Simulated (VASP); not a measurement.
A run of VASP 6.6.1 is set up as follows.

File INCAR:

```
ALGO = Normal
EDIFF = 1E-6
ENCUT = 520
GGA = PS
ISIF = 2
ISMEAR = 0
ISPIN = 2
LASPH = T
LCHARG = F
LDAU = T
LDAUJ = 0 0
LDAUL = 2 -1
LDAUPRINT = 1
LDAUTYPE = 2
LDAUU = 4 0
LMAXMIX = 4
LORBIT = 11
LREAL = F
LWAVE = F
MAGMOM = 0 0 0 0
NBANDS = 28
NELM = 150
PREC = Accurate
SIGMA = 0.05
```

Contents of KPOINTS:

```
k-points
0
Gamma
  7 7 4
```

POSCAR

```
TaN
1.0
    3.0480018400      0.0000000000      0.0000000000
   -1.5240009200      2.6396470300      0.0000000000
    0.0000000000      0.0000000000      4.9179997800
Ta N
2 2
Direct
    0.0000000000      0.0000000000      0.0000000000
    0.0000000000      0.0000000000      0.5000000000
    0.3333333333      0.6666666667      0.2500000000
    0.6666666667      0.3333333333      0.7500000000
```

Potentials or basis: VASP PAW PBE potentials, release 64 (Ta_pv, N).

The run is started by

```console
$ cat potpaw_PBE.64/Ta_pv/POTCAR potpaw_PBE.64/N/POTCAR > POTCAR
$ mpirun -np 1 vasp_std > vasp.out
```

Problem. Estimate the band gap on the k mesh.

Solution. None (metal or under the smearing width).

Problem. Estimate the pressure.

Solution. 64.7 GPa.

Problem. Estimate the net moment.

Solution. 0.00 μB per cell.

Eigenvalues of the final occupation matrices:
```csv
site,spin,trace,eigenvalues
site 1 d,1,1.33,0.22 0.22 0.26 0.26 0.39
site 1 d,2,1.33,0.22 0.22 0.26 0.26 0.39
site 2 d,1,1.33,0.22 0.22 0.26 0.26 0.39
site 2 d,2,1.33,0.22 0.22 0.26 0.26 0.39
```

Caveat: a pressure of tens of GPa on the cell as given is suspect, and the run, the potentials or the cell itself is likely at fault; the PAW data sets were made with another functional, which shifts forces and pressure a little. The run has no spin-orbit coupling, so splittings on Ta are missing.
